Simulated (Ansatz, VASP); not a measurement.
# One calculation of La, two programs

INCAR

```
SYSTEM = La
PREC = Accurate
ENCUT = 520
EDIFF = 1E-7
ISMEAR = 0
SIGMA = 0.1
LREAL = .FALSE.
LASPH = .TRUE.
NELM = 100
ALGO = Fast
ISIF = 2
LWAVE = .FALSE.
LCHARG = .FALSE.
GGA = PE
NBANDS = 18
```

KPOINTS

```
Automatic mesh
0
G
  15 15 8
  0 0 0
```

The input POSCAR:

```
La
1.0
    3.7712918038      0.0000000000      0.0000000000
   -1.8856459019      3.2660345072      0.0000000000
    0.0000000000      0.0000000000      6.1098724239
La
2
Direct
    0.3333333333      0.6666666667      0.2500000000
    0.6666666667      0.3333333333      0.7500000000
```

Input for Ansatz:

```yaml
crystal:
  lattice:
    - [3.7712918038, 0.0, 0.0]
    - [-1.8856459019, 3.2660345072, 0.0]
    - [0.0, 0.0, 6.1098724239]
  atoms:
    - { symbol: La, position: [0.3333333333, 0.6666666667, 0.25] }
    - { symbol: La, position: [0.6666666667, 0.3333333333, 0.75] }
basis:
  ecutwfc: 420
kpoints:
  mp_grid: { grid: [15, 15, 8] }
  band_path:
    path:
      - [[0.0, 0.0, 0.0], [0.5, 0.0, 0.0], [0.33333333, 0.33333333, 0.0], [0.0, 0.0, 0.0], [0.0, 0.0, 0.5], [0.5, 0.0, 0.5], [0.33333333, 0.33333333, 0.5], [0.0, 0.0, 0.5]]
      - [[0.5, 0.0, 0.5], [0.5, 0.0, 0.0]]
      - [[0.33333333, 0.33333333, 0.5], [0.33333333, 0.33333333, 0.0]]
    npoints: 14
hamiltonian:
  xc: pbe
scf:
  occupations: { method: gaussian, width: 0.1 }
  n_extra_bands: 6
output:
  forces: true
  stress: true
  eigenvalues: true
  populations: true
  dos: { projected: true, de: 0.02, nscf_kmesh: { grid: [23, 23, 12] } }
  bader: true
  write_density: true
  write_potential: true
  elf: true
  volumetric_format: npy
```

This isn't the form of La at room conditions, which is double hcp.

Alike in both runs: task single point; functional PBE; k mesh 15 × 15 × 8; occupations gaussian, width 0.1 eV; no spin polarisation.

```csv
,VASP,Ansatz
version,VASP 6.6.1,Ansatz 0.2.0
potentials or method,"VASP PAW PBE potentials, release 64 (La)","scalar-relativistic, plane waves, PAW"
plane-wave cutoff (eV),520,420
valence electrons in the cell,22,22
```

```tsv
	VASP	Ansatz	Ansatz less VASP
gap on the k mesh at the Fermi level (eV)	none	none	-
pressure (GPa)	0.1	0.0	-0.07
```

A gap of «none» marks a metal or a gap that the smearing closes.

Spin-orbit coupling is left out, which matters for the levels of La.
